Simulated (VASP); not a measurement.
# TiO₂: restarted molecular dynamics, 2 variants

TiO₂, P3_121 (no. 152), 9 atoms in the cell. PBE, molecular dynamics; PAW potentials Ti, O (PBE set).

| Restart from | Temperature at the end (K) | The same without a restart (K) | Potential energy at the end (eV/atom) | The same without a restart (eV/atom) | Electronic steps in the first step after the restart | Time (s) |
|---|---|---|---|---|---|---|
| CONTCAR with velocities, WAVECAR read | 1865.0 | 1865.0 | -8.67905 | -8.67905 | 7 | 452 |
| CONTCAR with velocities, no WAVECAR | 1865.0 | 1865.0 | -8.67904 | -8.67905 | 20 | 456 |

Limits: 60 fs of 9 atoms are too short for converged averages; the cell is only 4.8 Å across, so each atom moves in step with near copies of itself.

## Input of the first row

INCAR.step1:
```
SYSTEM = TiO2
ALGO     = Normal         ! electronic algorithm
EDIFF    = 1E-6           ! SCF threshold, eV
ENCUT    = 400            ! plane-wave cutoff, eV
GGA      = PE             ! functional
IBRION   = 0              ! ionic algorithm
ISIF     = 2              ! what is computed and relaxed
ISMEAR   = 0              ! smearing method
ISYM     = 0            
KPAR     = 2            
LASPH    = .True.         ! aspherical terms in the spheres
LCHARG   = .False.        ! write CHGCAR
LREAL    = Auto         
LWAVE    = .True.         ! write WAVECAR
MDALGO   = 4            
NELM     = 60             ! most SCF steps
NELMIN   = 4            
NHC_NCHAINS= 3            
NHC_PERIOD= 30           
NSW      = 30             ! ionic steps
POTIM    = 1.0            ! step
PREC     = Normal         ! precision mode
RANDOM_SEED= 186193 0 0   
SIGMA    = 0.05           ! smearing width, eV
TEBEG    = 1600          
```

INCAR.step2, as INCAR.step1 but for:
```
- LWAVE = .True.
+ LWAVE = .False.
```

KPOINTS:
```
k-points
0
Monkhorst-Pack
  2 2 2
```

POSCAR.step1:
```
TiO2
1.0
    5.5822227355      0.0000000000      0.0000000000
   -2.7911113678      4.8343466985      0.0000000000
    0.0000000000      0.0000000000      6.0824678800
Ti O
3 6
Direct
    0.4669367500      0.0000000000      0.3333333333
    0.0000000000      0.4669367500      0.6666666667
    0.5330632500      0.5330632500      0.0000000000
    0.5810657200      0.8514331800      0.1206639333
    0.7296325400      0.1485668200      0.5460027333
    0.2703674600      0.4189342800      0.7873306000
    0.8514331800      0.5810657200      0.8793360667
    0.1485668200      0.7296325400      0.4539972667
    0.4189342800      0.2703674600      0.2126694000
```

Commands (each step's output is kept before the next begins):
```
cat potpaw_PBE.64/Ti/POTCAR potpaw_PBE.64/O/POTCAR > POTCAR
cp INCAR.step1 INCAR
cp POSCAR.step1 POSCAR
mpirun -np 2 vasp_std > vasp.out
cp CONTCAR POSCAR
cp INCAR.step2 INCAR
mpirun -np 2 vasp_std > vasp.out
```

Changes of the last row against the first:
```
(step 1)
- LWAVE = True
+ LWAVE = False
```

VASP 6.6.1 took 452 s on 2 cores (Intel Xeon Platinum 8259CL @ 2.50GHz (Skylake/Cascade Lake)), a shared host.
